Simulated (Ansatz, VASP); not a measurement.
**V: VASP beside Ansatz**

```
V
1.0
    -3.15558    3.15483    1.21361
     3.15483   -3.15558    1.21361
     1.76223    1.76223   -1.21498
V
2
Direct
  0.00000 0.00000 0.00000
  0.75000 0.25000 0.50000
```

Alike in both runs: task single point; functional BLYP; k mesh 16 × 16 × 14; occupations fermi-dirac, width 0.1 eV; no spin polarisation.

```csv
,VASP,Ansatz
version,VASP 6.6.1,Ansatz 0.2.0
potentials or method,"VASP PAW PBE potentials, release 64 (V_sv)","plane waves (420 eV) with PAW, scalar-relativistic"
plane-wave cutoff (eV),520,420
valence electrons in the cell,26,26
```

Ansatz gave:

```
pressure (GPa)                                  : 7.2
largest component of the traceless stress (GPa) : 0.24
```

What did VASP give for the same quantities?

Pressure (GPa): 7.6; largest component of the traceless stress (GPa): 0.34.

Caveats: the PAW data sets were made with another functional, which shifts forces and pressure a little (VASP).
